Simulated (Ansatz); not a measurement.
## PbF2, response to strain

Base system: PbF$_{2}$ in the fluorite structure (space group Fm-3m, No. 225).

```yaml
crystal:
  lattice:
    - [0.00000, 2.94934, 2.94934]
    - [2.94934, 0.00000, 2.94934]
    - [2.94934, 2.94934, 0.00000]
  atoms:
    - { symbol: Pb, position: [0.00000, 0.00000, 0.00000] }
    - { symbol: F, position: [0.25000, 0.25000, 0.25000] }
    - { symbol: F, position: [0.75000, 0.75000, 0.75000] }
```

Cartesian axes are those of the cell as printed.

Strains are applied to the cell and any free atomic positions relax.

Level of theory: Ansatz (a first-principles code), PBEsol, PAW, cutoff 420 eV, scalar-relativistic without spin-orbit coupling.

Notes on the quantities. energy relative to the base: free energy F; pressure: mean of the normal stresses, compression positive.

```json
[
 {"case": "base", "gap character": "–", "energy relative to the base": "0 meV/atom", "pressure": "-0.1 kbar", "volume per atom": "17.10 Å³"},
 {"case": "uniaxial strain ε_zz = −3.00 %", "gap character": "indirect, P → M", "energy relative to the base": "(withheld)", "pressure": "24.6 kbar", "volume per atom": "16.59 Å³"},
 {"case": "uniaxial strain ε_zz = −2.50 %", "gap character": "indirect, P → M", "energy relative to the base": "+3.8 meV/atom", "pressure": "20.2 kbar", "volume per atom": "16.68 Å³"},
 {"case": "uniaxial strain ε_zz = −2.00 %", "gap character": "indirect, P → M", "energy relative to the base": "+2.4 meV/atom", "pressure": "(withheld)", "volume per atom": "16.76 Å³"},
 {"case": "uniaxial strain ε_zz = −1.50 %", "gap character": "indirect, P → M", "energy relative to the base": "+1.4 meV/atom", "pressure": "11.8 kbar", "volume per atom": "16.85 Å³"},
 {"case": "uniaxial strain ε_zz = −1.00 %", "gap character": "indirect, P → M", "energy relative to the base": "+0.6 meV/atom", "pressure": "7.7 kbar", "volume per atom": "16.93 Å³"},
 {"case": "uniaxial strain ε_zz = −0.50 %", "gap character": "indirect, P → M", "energy relative to the base": "+0.1 meV/atom", "pressure": "3.8 kbar", "volume per atom": "17.02 Å³"},
 {"case": "uniaxial strain ε_zz = +1.00 %", "gap character": "indirect, G → X", "energy relative to the base": "+0.6 meV/atom", "pressure": "(withheld)", "volume per atom": "17.27 Å³"},
 {"case": "uniaxial strain ε_zz = +2.00 %", "gap character": "indirect, G–M (17 % along) → X", "energy relative to the base": "+2.4 meV/atom", "pressure": "-14.6 kbar", "volume per atom": "17.45 Å³"},
 {"case": "uniaxial strain ε_zz = +2.50 %", "gap character": "indirect, G–M (17 % along) → X", "energy relative to the base": "+3.6 meV/atom", "pressure": "-18.0 kbar", "volume per atom": "17.53 Å³"}
]
```

**Question.** What belongs in the blanks?

**Answer.** 
- uniaxial strain ε_zz = −3.00 %, energy relative to the base: +5.6 meV/atom
- uniaxial strain ε_zz = −2.00 %, pressure: 16.0 kbar
- uniaxial strain ε_zz = +1.00 %, pressure: -7.5 kbar

With Pb present, leaving out spin-orbit coupling can change the band edges. Whether these cells are dynamically stable was not tested. Labels are those of the standard path for the cell's own space group.
